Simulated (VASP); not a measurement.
# TaN (P6/mmm) in VASP: reference runs

How does TaN come out in PBE? The cell is run as given and disturbed.

Program: VASP 6.6.1. These are calculated values, not measurements. Logs are shortened: lines on timing, memory, paths and dates and some standing lists are left out, and cuts for length are marked.

## 1. The crystal as given

Symmetry: P6/mmm, No. 191, hexagonal system. Conventional cell: a = 5.191 Å, b = 5.191 Å, c = 2.908 Å, α = 90.00°, β = 90.00°, γ = 120.00°. Around Ta (site symmetry -6m2) lie 6 N at 2.09 Å. Ta (site symmetry 6/mmm) is surrounded by 6 N at 2.60 Å and 2 Ta at 2.91 Å. Around N (site symmetry mmm) lie 4 Ta at 2.09 Å.

## 2. Single point, PBE

File INCAR:

```
SYSTEM = TaN
PREC = Accurate
ENCUT = 520
EDIFF = 1E-7
ISMEAR = -1
SIGMA = 0.05
LREAL = .False.
LASPH = .True.
NELM = 80
ALGO = Normal
ISIF = 2
LWAVE = .False.
LCHARG = .False.
GGA = PE
NBANDS = 33
```

File KPOINTS:

```
regular mesh
0
Gamma
  6 6 9
  0 0 0
```

File POSCAR:

```
TaN
1.0
    5.1910000000      0.0000000000      0.0000000000
   -2.5955000000      4.4955378710      0.0000000000
    0.0000000000      0.0000000000      2.9080000000
Ta N
3 3
Direct
    0.6666666667      0.3333333333      0.5000000000
    0.3333333333      0.6666666667      0.5000000000
    0.0000000000      0.0000000000      0.0000000000
    0.0000000000      0.5000000000      0.0000000000
    0.5000000000      0.5000000000      0.0000000000
    0.5000000000      0.0000000000      0.0000000000
```

Potentials or basis: VASP PAW PBE potentials, release 64 (Ta_pv, N).

Command:

```sh
$ cat potpaw_PBE.64/Ta_pv/POTCAR potpaw_PBE.64/N/POTCAR > POTCAR
$ mpirun -np 1 vasp_std > vasp.out
```

OUTCAR:

```text
SYSTEM = TaN
   PREC = Accurate
   ENCUT = 520
   EDIFF = 1E-7
   ISMEAR = -1
   LREAL = .False.
   LASPH = .True.
   NELM = 80
   ISIF = 2
   GGA = PE

 ion  position               nearest neighbor table
   1  0.667  0.333  0.500-   6 2.09   6 2.09   4 2.09   4 2.09   5 2.09   5 2.09   2 3.00   2 3.00
                             2 3.00   3 3.33   3 3.33   3 3.33   3 3.33   3 3.33   3 3.33
   2  0.333  0.667  0.500-   6 2.09   6 2.09   4 2.09   4 2.09   5 2.09   5 2.09   1 3.00   1 3.00
                             1 3.00   3 3.33   3 3.33   3 3.33   3 3.33   3 3.33   3 3.33
   3  0.000  0.000  0.000-   4 2.60   5 2.60   4 2.60   5 2.60   6 2.60   6 2.60   2 3.33   2 3.33
                             1 3.33   1 3.33   2 3.33   1 3.33   2 3.33   1 3.33   2 3.33   1 3.33
   4  0.000  0.500  0.000-   1 2.09   2 2.09   1 2.09   2 2.09   3 2.60   3 2.60
   5  0.500  0.500  0.000-   1 2.09   2 2.09   1 2.09   2 2.09   3 2.60   3 2.60
   6  0.500  0.000  0.000-   1 2.09   2 2.09   1 2.09   2 2.09   3 2.60   3 2.60

  LATTYP: Found a hexagonal cell.
 ALAT       =     5.1910000000
 C/A-ratio  =     0.5602003468

  Lattice vectors:

 A1 = (   5.1910000000,   0.0000000000,   0.0000000000)
 A2 = (  -2.5955000000,   4.4955378710,   0.0000000000)
 A3 = (   0.0000000000,   0.0000000000,   2.9080000000)

Analysis of symmetry for initial positions (statically):
=====================================================================
 Subroutine PRICEL returns:
 Original cell was already a primitive cell.

 Routine SETGRP: Setting up the symmetry group for a
 hexagonal supercell.

 Subroutine GETGRP returns: Found 24 space group operations
 (whereof 24 operations were pure point group operations)
 out of a pool of 24 trial point group operations.

The static configuration has the point symmetry D_6h.

Analysis of symmetry for dynamics (positions and initial velocities):
=====================================================================
 Subroutine PRICEL returns:
 Original cell was already a primitive cell.

 Routine SETGRP: Setting up the symmetry group for a
 hexagonal supercell.

 Subroutine GETGRP returns: Found 24 space group operations
 (whereof 24 operations were pure point group operations)
 out of a pool of 24 trial point group operations.

The dynamic configuration has the point symmetry D_6h.

 Subroutine INISYM returns: Found 24 space group operations
 (whereof 24 operations are pure point group operations),
 and found     1 'primitive' translations

----------------------------------------------------------------------------------------

                                     Primitive cell

  volume of cell :      67.8621

  direct lattice vectors                    reciprocal lattice vectors
     5.191000000  0.000000000  0.000000000     0.192641110  0.111221396  0.000000000
    -2.595500000  4.495537871  0.000000000     0.000000000  0.222442793  0.000000000
     0.000000000  0.000000000  2.908000000     0.000000000  0.000000000  0.343878955

  length of vectors
     5.191000000  5.191000000  2.908000000     0.222442793  0.222442793  0.343878955

  position of ions in fractional coordinates (direct lattice)
     0.666666667  0.333333333  0.500000000
     0.333333333  0.666666667  0.500000000
     0.000000000  0.000000000  0.000000000
     1.000000000  0.500000000  0.000000000
     0.500000000  0.500000000  0.000000000
     0.500000000  0.000000000  0.000000000

  ion indices of the primitive-cell ions
   primitive index   ion index
                 1           1
                 2           2
                 3           3
                 4           4
                 5           5
                 6           6

----------------------------------------------------------------------------------------

 KPOINTS: regular mesh

Automatic generation of k-mesh.
 Grid dimensions read from file:
 generate k-points for:    6    6    9

 Generating k-lattice:

  Cartesian coordinates                     Fractional coordinates (reciprocal lattice)
     0.032106852  0.018536899  0.000000000     0.166666667 -0.000000000  0.000000000
     0.000000000  0.037073799  0.000000000     0.000000000  0.166666667  0.000000000
     0.000000000  0.000000000  0.038208773     0.000000000  0.000000000  0.111111111

  Length of vectors
     0.037073799  0.037073799  0.038208773

  Shift w.r.t. Gamma in fractional coordinates (k-lattice)
     0.000000000  0.000000000  0.000000000

 Subroutine IBZKPT returns following result:
 ===========================================

 Found     35 irreducible k-points:

 Following reciprocal coordinates:
            Coordinates               Weight
  0.000000  0.000000  0.000000      1.000000
  0.166667  0.000000  0.000000      6.000000
  0.333333  0.000000  0.000000      6.000000
  0.500000  0.000000  0.000000      3.000000
  0.166667  0.166667  0.000000      6.000000
  0.333333  0.166667  0.000000     12.000000
[... 16 lines left out ...]
  0.166667  0.000000  0.333333     12.000000
  0.333333  0.000000  0.333333     12.000000
 [... further k-points ...]
   k-points           NKPTS =     35   k-points in BZ     NKDIM =     35   number of bands    NBANDS=     33
   number of dos      NEDOS =    301   number of ions     NIONS =      6
   total plane-waves  NPLWV =  38400
   dimension x,y,z NGX =    40 NGY =   40 NGZ =   24
   dimension x,y,z NGXF=    80 NGYF=   80 NGZF=   48
   ions per type =               3   3
   NGX,Y,Z   is equivalent  to a cutoff of  12.81, 12.81, 13.72 a.u.
   NGXF,Y,Z  is equivalent  to a cutoff of  25.62, 25.62, 27.44 a.u.
 SYSTEM =  TaN
   PREC   = accura    normal or accurate (medium, high low for compatibility)
   ISTART =      0    job   : 0-new  1-cont  2-samecut
   ICHARG =      2    charge: 1-file 2-atom 10-const
   ISPIN  =      1    spin polarized calculation?
   LNONCOLLINEAR =      F non collinear calculations
   LSORBIT =      F    spin-orbit coupling
   LASPH  =      T    aspherical Exc in radial PAW
   ENCUT  =  520.0 eV  38.22 Ry    6.18 a.u.   9.65  9.65  5.41*2*pi/ulx,y,z
   NELM   =     80;   NELMIN=  2; NELMDL= -5     # of ELM steps
   EDIFF  = 0.1E-06   stopping-criterion for ELM
   LREAL  =      F    real-space projection
   EDIFFG = 0.1E-05   stopping-criterion for IOM
   NSW    =      0    number of steps for IOM
   IBRION =     -1    ionic relax: 0-MD 1-quasi-New 2-CG
   NFREE  =      0    steps in history (QN), initial steepest desc. (CG)
   ISIF   =      2    stress and relaxation
   ISYM   =      2    0-nonsym 1-usesym 2-fastsym
   POTIM  = 0.5000    time-step for ionic-motion
   TEBEG  =    0.0;   TEEND  =   0.0 temperature during run
   PSTRESS=    0.0 pullay stress
   NELECT =      48.0000    total number of electrons
   NUPDOWN=      -1.0000    fix difference up-down
   EMIN   =  10.00;   EMAX   =-10.00  energy-range for DOS
   EFERMI =   0.00;   METHOD = LEGACY
   ISMEAR =    -1;   SIGMA  =   0.05  broadening in eV -4-tet -1-fermi 0-gaus
   EFERMI_NEDOS =   21; number of points for ismear=-14 and -15
   IALGO  =     38    algorithm
   IMIX   =      4    mixing-type and parameters
     AMIX     =   0.40;   BMIX     =  1.00
     AMIX_MAG =   1.60;   BMIX_MAG =  1.00
  volume/ion in A,a.u.               =      11.31        76.33
  Fermi-wavevector in a.u.,A,eV,Ry     =   1.458634  2.756418 28.947918  2.127612
  Thomas-Fermi vector in A             =   2.575295
   LORBIT       =      0    0 simple, 1 ext, 2 COOP (PROOUT), +10 PAW based schemes
   GGA     = PE    functional components
   LHFCALC =     F    Hartree Fock is set to
   AEXX    =    0.0000 exact exchange contribution
   IVDW    =     0    specifies the selected vdW correction
   LEPSILON=     F    determine dielectric tensor
   LRPA    =     F    only Hartree local field effects (RPA)
 non-spin polarized calculation
  energy-cutoff  :      520.00
  volume of cell :       67.86
 maximum number of plane-waves:      1846
 NGX is ok and might be reduce to    40
   NGX = 19   NGY = 19   NGZ = 11

 number of electron      47.9999998 magnetization

 Free energy of the ion-electron system (eV)
  ---------------------------------------------------
  ext. energy  EPLUGINS =         0.00000000
  ---------------------------------------------------
  free energy    TOTEN  =       -64.72019190 eV

  energy without entropy =      -64.71479403  energy(sigma->0) =      -64.71749297

 E-fermi :   8.0437     XC(G=0): -13.0438

 val. band max:        8.0293196077   @ k =   0.1667   0.0000   0.2222
 cond. band min:       8.0620581989   @ k =   0.0000   0.0000   0.2222
 fundamental gap:      0.0327385912
 Fermi energy:         8.0436790312

 k-point     1 :       0.0000    0.0000    0.0000
  band No.  band energies     occupation
      1     -28.0191      2.00000
      2     -28.0191      2.00000
      3     -27.6309      2.00000
      4     -27.6309      2.00000
      5     -27.4063      2.00000
      6     -27.2989      2.00000
[... 25 lines left out ...]
     32      11.4666      0.00000
     33      11.4666      0.00000

 k-point     2 :       0.1667    0.0000    0.0000
  band No.  band energies     occupation
      1     -28.0392      2.00000
      2     -28.0072      2.00000
      3     -27.6145      2.00000
      4     -27.6030      2.00000
      5     -27.3981      2.00000
      6     -27.3307      2.00000
[... 25 lines left out ...]
     32      11.5712      0.00000
     33      11.7790      0.00000

 k-point     3 :       0.3333    0.0000    0.0000
  band No.  band energies     occupation
      1     -28.0740      2.00000
      2     -27.9559      2.00000
      3     -27.6410      2.00000
      4     -27.5495      2.00000
      5     -27.3771      2.00000
      6     -27.3622      2.00000
[... 25 lines left out ...]
     32      11.7105      0.00000
     33      11.7878      0.00000

 k-point     4 :       0.5000    0.0000    0.0000
  band No.  band energies     occupation
      1     -28.0894      2.00000
      2     -27.9000      2.00000
      3     -27.7052      2.00000
      4     -27.5220      2.00000
      5     -27.3603      2.00000
      6     -27.3572      2.00000
[... 673 lines left out ...]
     32      11.5117      0.00000
     33      12.2546      0.00000

 k-point    23 :       0.1667    0.0000    0.3333
  band No.  band energies     occupation
      1     -28.1083      2.00000
      2     -27.9239      2.00000
      3     -27.9102      2.00000
      4     -27.8791      2.00000
      5     -27.5082      2.00000
      6     -27.4838      2.00000
[... 25 lines left out ...]
     32      11.6675      0.00000
     33      12.0931      0.00000

 k-point    24 :       0.3333    0.0000    0.3333
  band No.  band energies     occupation
      1     -28.0869      2.00000
      2     -27.9568      2.00000
      3     -27.9299      2.00000
      4     -27.8307      2.00000
      5     -27.5532      2.00000
      6     -27.4551      2.00000
[... 25 lines left out ...]
     32      11.9315      0.00000
     33      12.5695      0.00000

 [... further k-points ...]
[... 5 lines left out ...]
  --------------------------------------------------------------------------------------
  -------------------------------------------------------------------------------------
  Total        4.0455016      4.0455016      5.1994479      0.0000000     -0.0000000      0.0000000
  in kB       95.5115454     95.5115454    122.7554324      0.0000000     -0.0000000      0.0000000
  external PRESSURE =     104.5928411 kB  Pullay stress =       0.0000000 kB

 VOLUME and BASIS-vectors are now :
 -----------------------------------------------------------------------------
  energy-cutoff  :      520.00
  volume of cell :       67.86
      direct lattice vectors                 reciprocal lattice vectors
     5.191000000  0.000000000  0.000000000     0.192641110  0.111221396  0.000000000
    -2.595500000  4.495537871  0.000000000     0.000000000  0.222442793  0.000000000
     0.000000000  0.000000000  2.908000000     0.000000000  0.000000000  0.343878955

 POSITION                                       TOTAL-FORCE (eV/Angst)
 -----------------------------------------------------------------------------------
      2.59550      1.49851      1.45400         0.000000     -0.000000      0.000000
     -0.00000      2.99703      1.45400        -0.000000      0.000000      0.000000
      0.00000      0.00000      0.00000         0.000000      0.000000      0.000000
     -1.29775      2.24777      0.00000         0.000000      0.000000      0.000000
      1.29775      2.24777      0.00000         0.000000      0.000000      0.000000
      2.59550      0.00000      0.00000         0.000000      0.000000      0.000000
 -----------------------------------------------------------------------------------
    total drift:                               -0.000000      0.000000     -0.000000

  FREE ENERGIE OF THE ION-ELECTRON SYSTEM (eV)
  ---------------------------------------------------
  free  energy   TOTEN  =       -64.7201919030 eV

  energy  without entropy=      -64.7147940296  energy(sigma->0) =      -64.71749297
```

It took 1.8 min on 1 thread of Intel Xeon Platinum 8488C (Sapphire Rapids), shared host; peak memory 0.22 GiB.

What came out:

- Free energy: -64.7202 eV
- Pressure: 10.5 GPa
- Band gap on the k mesh: none (metal or under the smearing width)

Stress tensor (GPa, compression positive):
```
 9.55  0.00  0.00
 0.00  9.55  0.00
 0.00  0.00 12.28
```

The run has no spin-orbit coupling, so splittings on Ta are missing.

[end of part 1 of 2]
